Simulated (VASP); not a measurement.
## SnTe: single point with PBE

**The experiment to reproduce.**

From a printed reference work, textbook, for a bulk crystal of SnTe at 300 K: band gap 0.18 eV (direct).

SnTe:

```
CELL_PARAMETERS angstrom
0.00000 3.15085 3.15085
3.15085 0.00000 3.15085
3.15085 3.15085 0.00000
ATOMIC_POSITIONS crystal
Te 0.50000 0.50000 0.50000
Sn 0.00000 0.00000 0.00000
```

```yaml
Program: VASP 6.6.1
Task: single point
Functional: PBE
Potentials_or_basis: VASP PAW PBE potentials, release 64 (Te, Sn_d)
Cutoff: 520 eV
k_mesh: 6 × 6 × 6
Occupations: fermi-dirac, width 0.05 eV
Spin: no spin polarisation
Dipole_correction: no
Further_INCAR_settings: ALGO = Normal; EDIFF = 1e-07; NBANDS = 17
```

```
Pressure               : 2.3 GPa
Band gap on the k mesh : 0.10 eV, direct
```

Levels at points of the mesh, in eV from the valence-band top:
```tsv
k point	band 6	band 7	band 8	band 9	band 10	band 11	band 12	band 13	band 14	band 15
(0.00, 0.00, 0.00)	-12.81	-4.69	-2.15	-2.15	-2.15	3.34	3.34	3.34	4.74	4.74
(0.50, 0.00, 0.00)	-11.53	-8.35	-1.82	-1.82	0.00	0.10	0.35	0.35	7.77	8.75
(0.50, 0.50, 0.00)	-11.23	-6.48	-5.59	-3.76	-3.76	2.16	4.92	4.92	6.38	8.99
```

Wall time 28 s on 1 thread of Intel Xeon 8259CL, on a shared host, peak memory 0.2 GiB.

Measured gap of SnTe: 0.18 eV (direct; 300 K; a printed reference work, textbook). This calculation gives 0.10 eV (-0.08 eV). Spin-orbit coupling on Sn, Te is left out. The value is that of PBE on a finite k mesh, which can miss the band edges, without temperature or zero-point motion. Semilocal functionals fall short of measured gaps as a rule.

Caveat: spin-orbit coupling is left out, which moves the levels of the heavy elements.
